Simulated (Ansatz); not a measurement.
# ZnS (Wurtzite-2H) (P6_3mc) in Ansatz: a series of runs, part 2 of 2

Ansatz 0.2.0. The steps go on from the part before.

## (5) Relaxation of cell and atoms, revPBE+D3(BJ)

The input, input.yaml:

```yaml
crystal:
  lattice:
    - [3.811, 0.0, 0.0]
    - [-1.9055, 3.3004228138, 0.0]
    - [0.0, 0.0, 6.234]
  atoms:
    - { symbol: Zn, position: [0.6666666667, 0.3333333333, 0.5] }
    - { symbol: Zn, position: [0.3333333333, 0.6666666667, 0.0] }
    - { symbol: S, position: [0.6666666667, 0.3333333333, 0.885] }
    - { symbol: S, position: [0.3333333333, 0.6666666667, 0.385] }
hamiltonian:
  xc: revpbe
  pseudopotentials: { kind: paw }
  dispersion: d3bj
kpoints:
  mp_grid: { grid: [8, 8, 5] }
scf:
  occupations: { method: fermi_dirac, width: 0.05 }
output:
  forces: true
  stress: true
relax:
  f_tol: 0.01
  max_steps: 40
  cell: { stress_tol: 0.05 }
```

Potentials or basis: Ansatz PAW.

Run with:

```bash
$ ansatz run input.yaml --threads 2 --pin off --max-ram 5632MiB --backend cpu --events-out ev --progress --plain --runs-dir out
```

Output:

```text
Warning: RAYON_NUM_THREADS=2 ignored (pool sized by the plan → 2); use --threads N
Engine: ansatz 0.2.0, x86_64-unknown-linux-gnu
Pseudopotentials: kind: paw
Pseudopotential: Zn, paw, valence charge 12, recommended cutoff 420 eV (normal), Zn.paw.azcp
Pseudopotential: S, paw, valence charge 6, recommended cutoff 420 eV (normal), S.paw.azcp
Functional definition: revPBE
  parameter kappa = 1.245
  parameter beta = 0.06672455060314922
  exchange = pbe_x(kappa = kappa, mu = beta*pi^2/3)
  correlation = pbe_c(beta = beta)
Crystal: 4 atoms, lattice volume = 78.411 Å³
Basis set: ecut = 420 eV, 1521 PW (Γ), exchange–correlation on 54×54×90 points (8 copies of the dense FFT grid, shifted against one another)
Bands: 22, of which v1, the nominal top of the filled ones, is band 18 counted from 1 (17 counted from 0)
Symmetry: 12 space group operations
Space group: P63mc (ITA 186), of the structure as read, at distance tolerance 4.3e-5 Å
k-points: 30 of 320 (time reversal used)
Non-local potential: Zn, projectors of the file, l = 0: 2, l = 1: 2, l = 2: 3, l = 3: 1
Non-local potential: S, projectors of the file, l = 0: 2, l = 1: 2, l = 2: 2
PAW form: soft (Blöchl's): semilocal exchange-correlation on the pseudo side does not see the compensation charge
[... 92 lines left out ...]
  E_aug_tail   = -0.000747  (compensation charges beyond the density's cutoff)
  E_ewald      = -2527.436267
  E_disp       = -2.490021  (pairwise vdW)
  E_core_change = -0.168837  (= ΣΔE_core)
  E_smearing   = -0.000000  (= −TS)
  E_closure    = 0.000000  (closes the sum)
  Σ components = -8460.548938   (vs F -8460.548938, Δ=0.00e0)
--- Forces (eV/Å), atoms counted from 1 ---
  atom   1  Zn     0.00000000    -0.00000000     0.00011474
  atom   2  Zn     0.00000000     0.00000000     0.00011474
  atom   3  S     -0.00000000    -0.00000000    -0.00011422
  atom   4  S      0.00000000     0.00000000    -0.00011422
  max |Σ_I F_I| component: 1.03e-6 eV/Å
--- Stress (GPa, compression-positive) ---
        0.003395       0.000000       0.000000
        0.000000       0.003395       0.000000
        0.000000       0.000000      -0.002466
  P = ⅓ Tr σ = 0.0014 GPa (0.014 kbar)
--- Relaxed structure (5 steps of the walk, 5 accepted, 1 SCFs on fresh bases) ---
  F+E_penalty+E_count = -8460.54893760 eV   max|allowed force component| = 1.145e-4 eV/Å   (the final SCF, on the basis selected at the relaxed cell)
  cell:  # Å, volume = 76.7277 Å³
    - [3.776042172110734, 0.0, 5.14448904483877e-34]
    - [-1.888021086055367, 3.270148446809267, -2.572244522419385e-34]
    - [8.415309552777274e-34, 1.2495634665091575e-85, 6.213666928828296]
  atoms:
    - { symbol: Zn, position: [0.6666666666666665, 0.3333333333333333, 0.5058615176836554] }
    - { symbol: Zn, position: [0.3333333333333333, 0.6666666666666666, 0.005861517683655406] }
    - { symbol: S, position: [0.6666666666666665, 0.3333333333333333, 0.8791384823163444] }
    - { symbol: S, position: [0.3333333333333333, 0.6666666666666666, 0.37913848231634456] }
```

It took 23 s on 2 threads of Intel Xeon at 2.50GHz (Skylake/Cascade Lake), shared host; peak memory 0.38 GiB.

Results:

| Quantity | Value |
| --- | --- |
| Free energy | -8460.5489 eV |
| Relaxed volume | 19.18 Å³/atom |
| Relaxed cell | a = 3.776 Å, b = 3.776 Å, c = 6.214 Å, α = 90.00°, β = 90.00°, γ = 120.00° |
| Space group after relaxing (to 0.05 Å) | P6_3mc (No. 186) |
| Energy gained by relaxing | 7.9 meV/atom |
| Ionic steps | 6 |
| Pressure after relaxing | 0.0 GPa |
| Band gap on the k mesh | 2.42 eV |

The path:
| step | energy change (eV) | largest force (eV/Å) | volume (Å³) |
| --- | --- | --- | --- |
| 1 | 0.0000 | 0.3313 | 78.41 |
| 2 | -0.0194 | 0.2417 | 77.46 |
| 3 | -0.0315 | 0.0812 | 76.64 |
| 4 | -0.0325 | 0.0011 | 76.72 |
| 5 | -0.0325 | 0.0001 | 76.73 |
| 6 | -0.0316 | 0.0001 | 76.73 |

Final structure:
```cif
data_structure
_symmetry_space_group_name_H-M 'P 1'
_symmetry_Int_Tables_number 1
_cell_length_a 3.7760
_cell_length_b 3.7760
_cell_length_c 6.2137
_cell_angle_alpha 90.000
_cell_angle_beta 90.000
_cell_angle_gamma 120.000
_cell_volume 76.73
loop_
_atom_site_label
_atom_site_type_symbol
_atom_site_fract_x
_atom_site_fract_y
_atom_site_fract_z
_atom_site_occupancy
Zn1 Zn 0.66667 0.33333 0.50586 1
Zn2 Zn 0.33333 0.66667 0.00586 1
S1 S 0.66667 0.33333 0.87914 1
S2 S 0.33333 0.66667 0.37914 1
```

Caveat: odd divisions of the mesh miss points on the zone boundary, where band edges often lie, so the gap on the mesh can be too wide; the plane-wave basis is chosen anew once the cell has moved, so the energies of steps on either side of that aren't comparable; the PAW data sets come from PBE, with cores solved anew for the run's functional, which leaves a small shift of forces and pressure. A k mesh can miss the band edges.

## (6) Relaxation of cell and atoms, revPBE+D4

Changes to input.yaml since step 5:

```diff
@@ -13,3 +13,3 @@
   pseudopotentials: { kind: paw }
-  dispersion: d3bj
+  dispersion: d4
 kpoints:
@@ -21,2 +21,6 @@
   stress: true
+  write_density: true
+  write_potential: true
+  elf: true
+  volumetric_format: npy
 relax:
```

Potentials or basis: Ansatz PAW.

Run with:

```bash
$ ansatz run input.yaml --threads 2 --pin off --max-ram 5632MiB --backend cpu --events-out ev --progress --plain --runs-dir out
```

Run time: 26 s. Hardware: 2 threads of Intel Xeon at 2.50GHz (Skylake/Cascade Lake), shared host; peak memory 0.39 GiB.

Results (log left out):

* Free energy: -8460.3522 eV
* Relaxed volume: 19.24 Å³/atom
* Relaxed cell: a = 3.781 Å, b = 3.781 Å, c = 6.218 Å, α = 90.00°, β = 90.00°, γ = 120.00°
* Space group after relaxing (to 0.05 Å): P6_3mc (No. 186)
* Energy gained by relaxing: 7.1 meV/atom
* Ionic steps: 5
* Pressure after relaxing: 0.0 GPa
* Band gap on the k mesh: 2.41 eV, direct

The path:
| step | energy change (eV) | largest force (eV/Å) | volume (Å³) |
| --- | --- | --- | --- |
| 1 | 0.0000 | 0.3255 | 78.41 |
| 2 | -0.0169 | 0.2371 | 77.61 |
| 3 | -0.0281 | 0.0848 | 76.96 |
| 4 | -0.0291 | 0.0009 | 76.97 |
| 5 | -0.0284 | 0.0009 | 76.97 |

Final structure:
```
CELL_PARAMETERS angstrom
3.78071 0.00000 0.00000
-1.89036 3.27419 0.00000
0.00000 0.00000 6.21780
ATOMIC_POSITIONS crystal
Zn 0.66667 0.33333 0.50573
Zn 0.33333 0.66667 0.00573
S 0.66667 0.33333 0.87927
S 0.33333 0.66667 0.37927
```

Levels at points of the mesh, in eV from the valence-band top:
```
            k point  band 16  band 17  band 18  band 19  band 20  band 21
 (0.00, 0.00, 0.00)    -0.10     0.00     0.00     2.41     3.24     6.33
(0.00, -0.50, 0.00)    -2.30    -1.74    -0.91     3.74     4.36     5.16
```

Caveat: odd divisions of the mesh miss points on the zone boundary, where band edges often lie, so the gap on the mesh can be too wide; the plane-wave basis is chosen anew once the cell has moved, so the energies of steps on either side of that aren't comparable; the PAW data sets come from PBE, with cores solved anew for the run's functional, which leaves a small shift of forces and pressure.

## (7) The runs side by side

| level | gap on the mesh (eV) | pressure (GPa) | relaxed volume (Å³/atom) |
| --- | --- | --- | --- |
| RPBE+D4 | 2.45 | 0.0 | 19.29 |
| revPBE | 2.09 | 0.0 | 20.74 |
| BLYP | 1.79 | 0.0 | 21.31 |
| revPBE+D3(BJ) | 2.42 | 0.0 | 19.18 |
| revPBE+D4 | 2.41 | 0.0 | 19.24 |

Alike in all rows: task relaxation of cell and atoms; potentials or basis Ansatz PAW; no spin polarisation; cell relaxed; k mesh 8 × 8 × 5; cutoff (eV) 420; smearing fermi-dirac 0.05 eV.

Caveats: odd divisions of the mesh miss points on the zone boundary, where band edges often lie, so the gap on the mesh can be too wide; the plane-wave basis is chosen anew once the cell has moved, so the energies of steps on either side of that aren't comparable; the PAW data sets come from PBE, with cores solved anew for the run's functional, which leaves a small shift of forces and pressure.

Absolute energies hang on the potentials; compare differences alone.
